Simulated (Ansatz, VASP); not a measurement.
SnSe in VASP and in Ansatz

Contents of INCAR:

```
ALGO = Normal
EDIFF = 1E-6
ENCUT = 520
GGA = PE
ISIF = 2
ISMEAR = 0
LASPH = True
LCHARG = False
LREAL = False
LWAVE = False
NBANDS = 17
NELM = 100
PREC = Accurate
SIGMA = 0.1
```

KPOINTS

```
k-points
0
Gamma
  12 12 12
```

File POSCAR:

```
SnSe
1.0
    3.7160600354      0.0000000000      0.0000000000
    0.0000000000      3.7160600354      0.0000000000
    0.0000000000      0.0000000000      3.7160600354
Sn Se
1 1
Direct
    0.5000000000      0.5000000000      0.5000000000
    0.0000000000      0.0000000000      0.0000000000
```

Input for Ansatz:

```yaml
crystal:
  lattice:
    - [3.7160600354, 0.0, 0.0]
    - [0.0, 3.7160600354, 0.0]
    - [0.0, 0.0, 3.7160600354]
  atoms:
    - { symbol: Sn, position: [0.5, 0.5, 0.5] }
    - { symbol: Se, position: [0.0, 0.0, 0.0] }
basis:
  ecutwfc: 420
kpoints:
  mp_grid: { grid: [12, 12, 12] }
hamiltonian:
  xc: pbe
scf:
  occupations: { method: gaussian, width: 0.1 }
output:
  forces: true
  stress: true
  eigenvalues: true
```

Alike in both runs: task single point; functional PBE; k mesh 12 × 12 × 12; occupations gaussian, width 0.1 eV; no spin polarisation.

|  | VASP | Ansatz |
| --- | --- | --- |
| version | VASP 6.6.1 | Ansatz 0.2.0 |
| potentials or method | VASP PAW PBE potentials, release 64 (Sn_d, Se) | scalar-relativistic, plane waves, PAW |
| plane-wave cutoff (eV) | 520 | 420 |
| valence electrons in the cell | 20 | 30 |

|  | VASP | Ansatz | Ansatz less VASP |
| --- | --- | --- | --- |
| gap on the k mesh at the Fermi level (eV) | none | none | - |
| pressure (GPa) | -1.4 | -1.4 | +0.01 |

A gap of «none» marks a metal or a gap that the smearing closes. The two sets of potentials don't hold the same shells in valence.
